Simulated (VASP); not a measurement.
# Al2O3 (P-6m2) in VASP: notebook, part 2 of 3

VASP 6.6.1. The steps go on from the part before.

### Step 3. Dielectric tensor, LDA

Contents of INCAR:

```
SYSTEM = Al2O3
PREC = Accurate ; ENCUT = 460
EDIFF = 1E-8 ; ISMEAR = 0
SIGMA = 0.01 ; LREAL = .FALSE.
LASPH = .TRUE. ; NELM = 100
ALGO = Normal ; ISIF = 2
LWAVE = .FALSE. ; LCHARG = .FALSE.
GGA = CA ; LEPSILON = .TRUE.
```

Contents of KPOINTS:

```
Automatic mesh
0
G
  8 8 3
  0 0 0
```

Contents of POSCAR:

```
Al2O3
1.0
    2.8843249483      0.0000000000      0.0000000000
   -1.4421624742      2.4978986780      0.0000000000
    0.0000000000      0.0000000000      9.3367544600
Al O
2 3
Direct
    0.0000000000      0.0000000000      0.8500076700
    0.0000000000      0.0000000000      0.1499923300
    0.3333333333      0.6666666667      0.7776830800
    0.6666666667      0.3333333333      0.0000000000
    0.3333333333      0.6666666667      0.2223169200
```

Potentials or basis: VASP PAW LDA potentials, release 64 (Al, O).

Run with:

```console
cat potpaw_LDA.64/Al/POTCAR potpaw_LDA.64/O/POTCAR > POTCAR
mpirun -np 1 vasp_std > vasp.out
```

OUTCAR:

```text
SYSTEM = Al2O3
   PREC = Accurate
   ENCUT = 460
   EDIFF = 1E-8
   ISMEAR = 0
   LREAL = .FALSE.
   LASPH = .TRUE.
   NELM = 100
   ISIF = 2
   GGA = CA
   LEPSILON = .TRUE.

 Found     20 irreducible k-points:

 Following reciprocal coordinates:
            Coordinates               Weight
  0.000000  0.000000  0.000000      1.000000
  0.125000 -0.000000  0.000000      6.000000
  0.250000 -0.000000  0.000000      6.000000
  0.375000  0.000000  0.000000      6.000000
  0.500000 -0.000000  0.000000      3.000000
  0.125000  0.125000  0.000000      6.000000
   k-points           NKPTS =     20   k-points in BZ     NKDIM =     20   number of bands    NBANDS=     16
   number of dos      NEDOS =    301   number of ions     NIONS =      5
   total plane-waves  NPLWV =  28000
   dimension x,y,z NGX =    20 NGY =   20 NGZ =   70
   dimension x,y,z NGXF=    40 NGYF=   40 NGZF=  140
   ions per type =               2   3
   NGX,Y,Z   is equivalent  to a cutoff of  11.53, 11.53, 12.46 a.u.
   NGXF,Y,Z  is equivalent  to a cutoff of  23.06, 23.06, 24.93 a.u.
 SYSTEM =  Al2O3
   PREC   = accura    normal or accurate (medium, high low for compatibility)
   ISTART =      0    job   : 0-new  1-cont  2-samecut
   ICHARG =      2    charge: 1-file 2-atom 10-const
   ISPIN  =      1    spin polarized calculation?
   LNONCOLLINEAR =      F non collinear calculations
   LSORBIT =      F    spin-orbit coupling
   LASPH  =      T    aspherical Exc in radial PAW
   ENCUT  =  460.0 eV  33.81 Ry    5.81 a.u.   5.04  5.04 16.33*2*pi/ulx,y,z
   NELM   =    100;   NELMIN=  2; NELMDL= -5     # of ELM steps
   EDIFF  = 0.1E-07   stopping-criterion for ELM
   LREAL  =      F    real-space projection
   EDIFFG = 0.1E-06   stopping-criterion for IOM
   NSW    =      0    number of steps for IOM
   IBRION =     -1    ionic relax: 0-MD 1-quasi-New 2-CG
   NFREE  =      0    steps in history (QN), initial steepest desc. (CG)
   ISIF   =      2    stress and relaxation
   ISYM   =      2    0-nonsym 1-usesym 2-fastsym
   POTIM  = 0.5000    time-step for ionic-motion
   TEBEG  =    0.0;   TEEND  =   0.0 temperature during run
   PSTRESS=    0.0 pullay stress
   NELECT =      24.0000    total number of electrons
   NUPDOWN=      -1.0000    fix difference up-down
   EMIN   =  10.00;   EMAX   =-10.00  energy-range for DOS
   EFERMI =   0.00;   METHOD = LEGACY
   ISMEAR =     0;   SIGMA  =   0.01  broadening in eV -4-tet -1-fermi 0-gaus
   EFERMI_NEDOS =   21; number of points for ismear=-14 and -15
   IALGO  =     38    algorithm
   IMIX   =      4    mixing-type and parameters
     AMIX     =   0.40;   BMIX     =  1.00
     AMIX_MAG =   1.60;   BMIX_MAG =  1.00
  volume/ion in A,a.u.               =      13.45        90.79
  Fermi-wavevector in a.u.,A,eV,Ry     =   1.161111  2.194181 18.343074  1.348178
  Thomas-Fermi vector in A             =   2.297686
   LORBIT       =      0    0 simple, 1 ext, 2 COOP (PROOUT), +10 PAW based schemes
   GGA     = CA    functional components
   LHFCALC =     F    Hartree Fock is set to
   AEXX    =    0.0000 exact exchange contribution
   IVDW    =     0    specifies the selected vdW correction
   LEPSILON=     T    determine dielectric tensor
   LRPA    =     F    only Hartree local field effects (RPA)
 non-spin polarized calculation
 Gauss-broadening in eV      SIGMA  =   0.01
[... 137 lines left out ...]
  in kB      -76.4898090    -76.4898090    -55.8441734      0.0000000      0.0000000      0.0000000
  external PRESSURE =     -69.6079304 kB  Pullay stress =       0.0000000 kB

 VOLUME and BASIS-vectors are now :
 -----------------------------------------------------------------------------
  energy-cutoff  :      460.00
  volume of cell :       67.27
      direct lattice vectors                 reciprocal lattice vectors
     2.884324948  0.000000000  0.000000000     0.346701574  0.200168247  0.000000000
    -1.442162474  2.497898678  0.000000000     0.000000000  0.400336494  0.000000000
     0.000000000  0.000000000  9.336754460     0.000000000  0.000000000  0.107103598

 POSITION                                       TOTAL-FORCE (eV/Angst)
 -----------------------------------------------------------------------------------
      0.00000      0.00000      7.93631         0.000000     -0.000000     -0.018789
      0.00000      0.00000      1.40044         0.000000     -0.000000      0.018789
     -0.00000      1.66527      7.26104        -0.000000      0.000000      0.500744
      1.44216      0.83263      0.00000         0.000000      0.000000      0.000000
     -0.00000      1.66527      2.07572        -0.000000     -0.000000     -0.500744
 -----------------------------------------------------------------------------------
    total drift:                               -0.000000      0.000000     -0.000000

  FREE ENERGIE OF THE ION-ELECTRON SYSTEM (eV)
  ---------------------------------------------------
  free  energy   TOTEN  =       -40.1059767405 eV

  energy  without entropy=      -40.1059767405  energy(sigma->0) =      -40.10597674

 HEAD OF MICROSCOPIC STATIC DIELECTRIC TENSOR (INDEPENDENT PARTICLE, excluding Hartree and local field effects)
 ------------------------------------------------------
           2.804163    -0.000000     0.000000
          -0.000000     2.804163     0.000000
           0.000000     0.000000     2.620687
 ------------------------------------------------------

 Free energy of the ion-electron system (eV)
  ---------------------------------------------------
  ---------------------------------------------------
  free energy    TOTEN  =        -0.33745103 eV

  energy without entropy =       -0.33745103

------------------------ aborting loop because EDIFF is reached ----------------------------------------

--------------------------------------- Ionic step        2  -------------------------------------------

------------------------ aborting loop because EDIFF is reached ----------------------------------------

--------------------------------------- Ionic step        3  -------------------------------------------

 Free energy of the ion-electron system (eV)
  ---------------------------------------------------
  ---------------------------------------------------
  free energy    TOTEN  =        -0.18902293 eV

  energy without entropy =       -0.18902293

------------------------ aborting loop because EDIFF is reached ----------------------------------------

 PIEZOELECTRIC TENSOR FIELD DIRECTION 3  (e Angst)
 -----------------------------------------------------------------------------
    -0.00002 -0.00000  0.00000           ( -0.00000  0.00000  0.00000)
    -0.00000 -0.00002  0.00000           (  0.00000 -0.00000  0.00000)
     0.00000 -0.00000  0.00006           (  0.00000  0.00000 -0.00000)

 PIEZOELECTRIC TENSOR FIELD DIRECTION 3  (C/m^2)
 -----------------------------------------------------------------------------
    -0.00000 -0.00000  0.00000
    -0.00000 -0.00000  0.00000
     0.00000 -0.00000  0.00001

 MACROSCOPIC STATIC DIELECTRIC TENSOR (including local field effects in DFT)
 ------------------------------------------------------
           2.702154    -0.000000     0.000000
          -0.000000     2.702154    -0.000000
           0.000000     0.000000     1.944673
 ------------------------------------------------------

 PIEZOELECTRIC TENSOR (including local field effects)  for field in x, y, z        (e  Angst)
          XX          YY          ZZ          XY          YZ          ZX
  --------------------------------------------------------------------------------
  x     0.00000    -0.00000    -0.00000    -0.07166     0.00000     0.00000
  y    -0.07166     0.07166     0.00000    -0.00000     0.00000     0.00000
  z     0.00000     0.00000     0.00000    -0.00000     0.00000     0.00000

 PIEZOELECTRIC TENSOR (including local field effects)  for field in x, y, z        (C/m^2)
          XX          YY          ZZ          XY          YZ          ZX
  --------------------------------------------------------------------------------
  x     0.00000    -0.00000    -0.00000    -0.01707     0.00000     0.00000
  y    -0.01707     0.01707     0.00000    -0.00000     0.00000     0.00000
  z     0.00000     0.00000     0.00000    -0.00000     0.00000     0.00000

 BORN EFFECTIVE CHARGES (including local field effects) (in |e|, cummulative output)
 ---------------------------------------------------------------------------------
 ion    1
    1     3.01966    -0.00000     0.00000
    2    -0.00000     3.01966     0.00000
    3     0.00000    -0.00000     1.51559
 ion    2
    1     3.01966    -0.00000    -0.00000
    2    -0.00000     3.01966    -0.00000
    3    -0.00000     0.00000     1.51559
 ion    3
    1    -1.90043     0.00000     0.00000
    2     0.00000    -1.90043    -0.00000
    3    -0.00000     0.00000    -0.91323
 ion    4
    1    -2.23845     0.00000     0.00000
    2     0.00000    -2.23845     0.00000
    3     0.00000     0.00000    -1.20471
 ion    5
    1    -1.90043     0.00000     0.00000
    2     0.00000    -1.90043     0.00000
    3    -0.00000    -0.00000    -0.91323
```

OSZICAR:

```text
N       E                     dE             d eps       ncg     rms          rms(c)
DAV:   1     0.118221076205E+03    0.11822E+03   -0.11889E+04   648   0.122E+03
DAV:   2    -0.371442944593E+02   -0.15537E+03   -0.15142E+03   808   0.281E+02
DAV:   3    -0.446895685670E+02   -0.75453E+01   -0.75345E+01   856   0.713E+01
[... 11 lines left out ...]
RMM:   8    -0.188773903065E+00   -0.30559E-03   -0.18828E-04  1436   0.294E-02    0.572E-03
RMM:   9    -0.188945510735E+00   -0.17161E-03    0.95699E-06  1458   0.133E-02    0.253E-03
RMM:  10    -0.188997892622E+00   -0.52382E-04    0.21831E-05  1418   0.585E-03    0.476E-04
RMM:  11    -0.189018052694E+00   -0.20160E-04    0.38429E-06  1451   0.174E-03    0.455E-04
RMM:  12    -0.189022548957E+00   -0.44963E-05   -0.72918E-06  1459   0.102E-03    0.580E-05
RMM:  13    -0.189022984986E+00   -0.43603E-06    0.28665E-07  1156   0.159E-04    0.156E-05
RMM:  14    -0.189022929044E+00    0.55943E-07    0.34385E-07   725   0.589E-05    0.458E-06
```

Run time: 2.7 min. Hardware: 1 thread of AMD EPYC 9R45 (Zen 5), shared host; peak memory 0.22 GiB.

The run converged, but some of its settings lie outside the range that counts as converged, so its numbers aren't taken as properties of the crystal.

Results:

```yaml
Band_gap_on_the_k_mesh: 4.74 eV, indirect (least direct gap 4.99 eV)
Electronic_dielectric_tensor_diagonal: 2.70, 2.70, 1.94
Born_charges_mean_of_the_diagonal: Al +2.52; O -1.57, -1.89 e
```

Caveat: the cutoff is under 1.25 times the usual one of these potentials, so pressure, stress and relaxed cells hold a basis-set (Pulay) error; an odd mesh through Γ misses points on the zone boundary, where band edges often lie.

(Part 2 of 3 ends here.)
